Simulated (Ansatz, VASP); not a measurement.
**Ir in VASP and in Ansatz**

```
CELL_PARAMETERS angstrom
0.00000 1.91970 1.95809
1.91970 0.00000 1.95809
1.91970 1.91970 0.00000
ATOMIC_POSITIONS crystal
Ir 0.00000 0.00000 0.00000
```

Change from the starting cell: zz strain of +2 %, PAW files.

Alike in both runs: task electric field gradients; functional PBE; k mesh 15 × 15 × 15; occupations fermi-dirac, width 0.05 eV; no spin polarisation.

```csv
,VASP,Ansatz
version,VASP 6.6.1,Ansatz 0.2.0
potentials or method,"VASP PAW PBE potentials, release 64 (Ir)","PAW with Ansatz's default frozen-core files, scalar-relativistic"
plane-wave cutoff (eV),520,420
valence electrons in the cell,9,17
```

```csv
,VASP,Ansatz,Ansatz less VASP
pressure (GPa),2.1,1.6,-0.52
largest component of the traceless stress (GPa),4.95,4.97,+0.022
Vzz of the field gradient on the site that differs most (V/Å²),14.6,15.0,+0.33
```

The two sets of potentials don't hold the same shells in valence. Ansatz warned: «gradients_without_spin_orbit».

The runs have no spin-orbit coupling, so splittings on Ir are missing.
